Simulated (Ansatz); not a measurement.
The system is Ga.

```
Ga
1.0
     1.38300   -4.02650    0.00000
     1.38300    4.02650    0.00000
    -0.11745    0.00000    3.32993
Ga
2
Cartesian
  1.2949 2.9716 2.4974
  1.3536 -2.9716 0.8325
```

This isn't the form of Ga at room conditions, which is orthorhombic.

Program: Ansatz 0.2.0. Alike in all runs: task band structure; potentials or basis Ansatz PAW; cell as given; cutoff (eV) 420; smearing fermi-dirac 0.05 eV.

Problem. Order these runs on this cell by their pressure, lowest first.
A. level revPBE; spin off; k mesh 10 × 10 × 8
B. level PBEsol; spin SOC, no magnetisation; k mesh 7 × 7 × 6
C. level LDA; spin off; k mesh 10 × 10 × 8

Solution. C (-4.0 GPa), B (-1.5 GPa), A (3.1 GPa).

Caveats: the PAW data sets come from PBE, with cores solved anew for the run's functional, which leaves a small shift of forces and pressure.

Runs at the PBE level aren't shown here.
